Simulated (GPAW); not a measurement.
ZrC in GPAW: convergence with k mesh

Input of the first run (k mesh 2 × 2 × 2); the others differ in this setting and in those tied to it:

Contents of run.py:

```python
from ase.dft.bandgap import bandgap
from ase.io import read, write
from ase.units import GPa
from gpaw import GPAW, PW

atoms = read('POSCAR')

calc = GPAW(mode=PW(800),
            xc='PBE',
            kpts={'size': (2, 2, 2), 'gamma': True},
            occupations={'name': 'fermi-dirac', 'width': 0.05},
            nbands=18,
            convergence={'density': 1e-05, 'energy': 1e-05},
            maxiter=100,
            txt='gpaw.txt')
atoms.calc = calc
energy = atoms.get_potential_energy()
forces = atoms.get_forces()
stress = atoms.get_stress()
calc.write('gs.gpw')
write('result.traj', atoms)
print(f'Energy: {energy:.6f} eV')
print('Forces (eV/A):')
print(forces.round(4))
print('Stress (GPa):', (stress / GPa).round(3))
print('Fermi level:', round(calc.get_fermi_level(), 4), 'eV')
print(f'Gap: {bandgap(calc)[0]:.4f} eV, direct: {bandgap(calc, direct=True)[0]:.4f} eV')
```

The input POSCAR:

```
ZrC
1.0
    0.0000000000      2.5455200000      2.5455200000
    2.5455200000      0.0000000000      2.5455200000
    2.5455200000      2.5455200000      0.0000000000
Zr C
1 1
Direct
    0.5000000000      0.5000000000      0.5000000000
    0.7500000000      0.7500000000      0.7500000000
```

Potentials or basis: GPAW PAW data sets (gpaw-data 1.2.1), pw.

Run with:

```sh
$ OMP_NUM_THREADS=1 python run.py
```

The cell was built by a generator and needn't be a form met in nature.

Hardware: 1 thread of Arm Neoverse V2, with other jobs on the host.

Problem. The values tried are 2 × 2 × 2, 3 × 3 × 3, 4 × 4 × 4, 5 × 5 × 5, 6 × 6 × 6, 7 × 7 × 7, 8 × 8 × 8, 10 × 10 × 10, 12 × 12 × 12, loosest first. From which on does the pressure stay within 0.1 GPa of the tightest run that finished?

Solution. From 8 × 8 × 8 on.

```csv
k mesh,"energy less the tightest run, at zero smearing (meV/atom)",pressure (GPa),gap on the mesh (eV),SCF cycles,CPU time (s),peak memory (GiB)
2 × 2 × 2,284.84,3.02,0.438,10,3.5,0.15
3 × 3 × 3,46.39,0.95,1.548,10,3.9,0.15
4 × 4 × 4,-20.93,-1.98,0.516,10,5.9,0.15
5 × 5 × 5,11.54,-0.18,0.770,10,6.6,0.15
6 × 6 × 6,-4.81,-1.02,0.531,10,9.9,0.16
7 × 7 × 7,2.52,-0.59,0.626,9,11,0.16
8 × 8 × 8,-1.07,-0.80,0.500,10,16,0.16
10 × 10 × 10,-0.16,-0.75,0.481,10,25,0.18
12 × 12 × 12,0.00,-0.74,0.481,10,36,0.2
```

Against the tightest run, the energy stays within 1 meV/atom from 10 × 10 × 10 on; the gap on the mesh stays within 0.01 eV from 10 × 10 × 10 on. Meshes of other sizes hit other points, so gaps and Fermi surfaces needn't settle smoothly. The tightest run that finished is the yardstick and may itself not be fully converged.
